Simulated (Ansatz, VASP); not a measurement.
# SiGeO4 in two plane-wave programs, part 3 of 3

Wanted: the spread between two codes on one cell, functional and k mesh. The cell is generated by rule, not measured, and may not be a known phase. Of the first pair: The cell is taken from a series of runs on this material, whose earlier steps may have relaxed, scaled, displaced or heated it; both programs get it as it stands.

VASP 6.6.1 and Ansatz 0.2.0.

So far: VASP: relaxation of cell and atoms, PBEsol, pair 1; Ansatz: relaxation of cell and atoms, PBEsol, pair 1; Comparison; VASP: relaxation of cell and atoms, PBEsol, pair 2; Ansatz: relaxation of cell and atoms, PBEsol, pair 2; Side by side.

**8. VASP: relaxation of cell and atoms, PBEsol, pair 3**

Level of this step: PBEsol; plane waves and PAW (Si, Ge_d, O); invented cell (VASP).

The relaxed volume is the usual yardstick between codes: in a stiff, nearly cubic crystal its relative difference is about their pressure difference at one cell divided by the bulk modulus.

File INCAR:

```
SYSTEM = SiGeO4
PREC = Accurate
ENCUT = 600
EDIFF = 1E-07
NELM = 120
ISMEAR = 0
SIGMA = 0.01
LREAL = .FALSE.
ALGO = Normal
GGA = PS
NBANDS = 27
LORBIT = 11
LWAVE = .FALSE.
LCHARG = .FALSE.
ISIF = 3
IBRION = 2
NSW = 80
EDIFFG = -0.005
LASPH = .TRUE.
GGA_COMPAT = .FALSE.
NELMIN = 4
EFERMI = MIDGAP
KPAR = 2
```

File POSCAR:

```
SiGeO4
1.0
   -0.1737894484      3.7638491828      3.7638482596
    3.5900597344      0.0000009232      3.5900588112
    3.5900588112      3.5900597344     -0.0000009232
Si Ge O
1 1 4
Direct
    0.9979490604      0.0006836465      0.0006836465
    0.2494133297      0.2501956436      0.2501956436
    0.1220939964      0.2392501255      0.9992128783
    0.6363556857      0.1212147714      0.1212147714
    0.1220939964      0.9992128783      0.6394429998
    0.1220938661      0.6394431301      0.2392502558
```

File KPOINTS:

```
Automatic mesh
0
Gamma
4 4 4
0 0 0
```

The projector-augmented-wave data sets are Si, Ge_d and O (PBE family, release 64).

Launch:

```console
$ mpirun -np 2 vasp_std
```

Numbers of over 12 decimals in the logs are rounded to 6 here.

Log:

```text
[... set-up lines as in an earlier step ...]
 entering main loop
       N       E                     dE             d eps       ncg     rms          rms(c)
DAV:   1     0.478842085401E+03    0.47884E+03   -0.23048E+04   958   0.295E+03
DAV:   2     0.150323612313E+02   -0.46381E+03   -0.44502E+03   920   0.840E+02
DAV:   3    -0.475349660447E+02   -0.62567E+02   -0.62235E+02   831   0.185E+02
DAV:   4    -0.508937351436E+02   -0.33588E+01   -0.33523E+01  1037   0.516E+01
[...]
DAV:  14    -0.448091798811E+02   -0.13119E-05   -0.86463E-06   959   0.231E-02    0.222E-03
DAV:  15    -0.448091799895E+02   -0.10839E-06   -0.53984E-07   909   0.710E-03    0.124E-03
DAV:  16    -0.448091799977E+02   -0.82482E-08   -0.51544E-08   642   0.429E-03
   1 F= -.44809180E+02 E0= -.44809180E+02  d E =-.448092E+02
[... from here on, the cycles between the ionic steps are left out ...]
   2 F= -.44809185E+02 E0= -.44809185E+02  d E =-.532614E-05
   3 F= -.44809188E+02 E0= -.44809188E+02  d E =-.775756E-05
   4 F= -.44809192E+02 E0= -.44809192E+02  d E =-.435742E-05
   5 F= -.44809192E+02 E0= -.44809192E+02  d E =-.438916E-05
   6 F= -.44809197E+02 E0= -.44809197E+02  d E =-.460331E-05
   7 F= -.44809201E+02 E0= -.44809201E+02  d E =-.873372E-05
   8 F= -.44809207E+02 E0= -.44809207E+02  d E =-.143627E-04
   9 F= -.44809209E+02 E0= -.44809209E+02  d E =-.239386E-05
 trial-energy change:   -0.000002  1 .order   -0.000002   -0.000004   -0.000001
 step:   0.5392(harm=  0.5392)  dis= 0.00020  next Energy=   -44.809209 (dE=-0.262E-05)
 reached required accuracy - stopping structural energy minimisation
```

OUTCAR, selected parts (step 8):

```text
  Total        0.0034444      0.0034444      0.0034444      0.0063959     -0.0063959      0.0063959
  in kB        0.0556129      0.0556129      0.0556129      0.1032689     -0.1032689      0.1032689
  external PRESSURE =       0.0556129 kB  Pullay stress =       0.0000000 kB

 POSITION                                       TOTAL-FORCE (eV/Angst)
 -----------------------------------------------------------------------------------
     -0.17070      3.75923      3.75923         0.000029     -0.000029     -0.000029
      1.75125      1.83728      1.83728         0.000664     -0.000664     -0.000664
      4.42286      4.04446      1.31893         0.000290     -0.003411      0.003125
      0.75776      2.83076      2.83076        -0.001268      0.001268      0.001268
      5.85812      2.75420      4.04446        -0.003125     -0.000290     -0.003411
      3.13259      1.31893      2.75420         0.003411      0.003125     -0.000290
 -----------------------------------------------------------------------------------
    total drift:                               -0.000970     -0.000681     -0.000248

  FREE ENERGIE OF THE ION-ELECTRON SYSTEM (eV)
  ---------------------------------------------------
  free  energy   TOTEN  =       -44.8092089010 eV

  energy  without entropy=      -44.8092089010  energy(sigma->0) =      -44.80920890

[... 2 parts as in an earlier step ...]

[... 2 further parts left out ...]
[key lines of the parts left out:]
E-fermi :   1.2997
```

The run keeps the 3 symmetry operations of its start, so it cannot find a distortion of lower symmetry.

**9. Ansatz: relaxation of cell and atoms, PBEsol, pair 3**

Its own start cell and the same functional and mesh now go to Ansatz, which takes its cutoff from its data sets.

The two relaxations start from unlike cells of this crystal (the structure described is Ansatz's start), so only their ends are compared.

File input.yaml:

```yaml
crystal:
  lattice:
    - [0.0, 3.8379174859, 3.8379174859]
    - [3.8379174859, 0.0, 3.8379174859]
    - [3.8379174859, 3.8379174859, 0.0]
  atoms:
    - { symbol: Si, position: [0.0, 0.0, 0.0] }
    - { symbol: Ge, position: [0.25, 0.25, 0.25] }
    - { symbol: O, position: [0.1209006003, 0.1798581393, 0.0619430612] }
    - { symbol: O, position: [0.6372981992, 0.1209006003, 0.1209006003] }
    - { symbol: O, position: [0.1209006003, 0.0619430612, 0.6372981992] }
    - { symbol: O, position: [0.1209006003, 0.6372981992, 0.1798581393] }
kpoints:
  mp_grid: { grid: [4, 4, 4] }
hamiltonian:
  xc: pbesol
  pseudopotentials: { kind: nc, accuracy: standard }
scf:
  occupations: { method: fixed }
output:
  forces: true
  stress: true
  eigenvalues: true
relax:
  adjacent_minimum: "off"
  f_tol: 0.002
  max_steps: 120
  cell: { stress_tol: 0.03 }
```

Launch:

```console
$ ansatz run input.yaml --threads 8 --pin off --max-ram 14336MiB --backend cpu --events-out ev --progress --plain --runs-dir out
```

Log:

```text
[...]
Crystal: 6 atoms, lattice volume = 113.062 Å³
Basis set: ecut = 1142.878222 eV, 9841 PW (Γ), exchange–correlation on 120×120×120 points (8 copies of the dense FFT grid, shifted against one another)
Bands: 27, of which v1, the nominal top of the filled ones, is band 21 counted from 1 (20 counted from 0)
Symmetry: 3 space group operations
[...]
- [3.589385, -1.3877787807814457e-17, 3.589385]
    - [3.589385, 3.589385, 4.163336342344337e-17]
  atoms:
    - { symbol: Si, position: [-0.00200625, 0.000668749, 0.000668749] }
    - { symbol: Ge, position: [0.249399, 0.250200, 0.250200] }
    - { symbol: O, position: [0.121923, 0.238328, -0.000121303] }
    - { symbol: O, position: [0.636837, 0.121054, 0.121054] }
    - { symbol: O, position: [0.121923, -0.000121303, 0.639870] }
    - { symbol: O, position: [0.121923, 0.639870, 0.238328] }
[key lines of the parts left out:]
SCF converged after 6 iterations
Free energy (F): -4341.190741 eV
Fermi energy:    1.122173 eV
P = ⅓ Tr σ = -0.0232 GPa (-0.232 kbar)
```

**10. Side by side**

Compared:

| quantity | Ansatz | VASP | difference |
| --- | --- | --- | --- |
| volume (Å³) | 99.18 | 99.23 | -0.05 % |
| edge a after relaxation, in the typed setting (Å) | 5.324 | 5.327 | -0.06 % |
| edge b after relaxation, in the typed setting (Å) | 5.076 | 5.075 | +0.03 % |

**11. What came out**

```json
{"difference in edge c after relaxation, in the typed setting (relaxation of cell and atoms, PBEsol, pair 1)": "0.058 %", "difference in edge a after relaxation, in the typed setting (relaxation of cell and atoms, PBEsol, pair 2)": "0.14 %", "difference in edge a after relaxation, in the typed setting (relaxation of cell and atoms, PBEsol, pair 3)": "-0.062 %"}
```

The difference in edge a after relaxation, in the typed setting is 0.14 % (relaxation of cell and atoms, PBEsol, pair 2), within the 1.2 % picked in this series as the mark of a large difference, as far as the stopping tolerances let one tell. 5 further runs of this series are not shown here. Such differences can come from data sets, numerical settings and the points named under the comparisons, not from the functional's error against experiment.

[Lines on the potential files, build, host, timing and source positions are cut from VASP's logs without a mark.]

[Logs are printed without paths, hosts, clocks, repeated set-up lines and the standing remarks that a program may print on its own settings, such as how far it seeks lower states.]

[Hosts, paths, dates, database ids (printed as entryN), source tags and the programs' standing remarks are cut or masked in the printed files.]
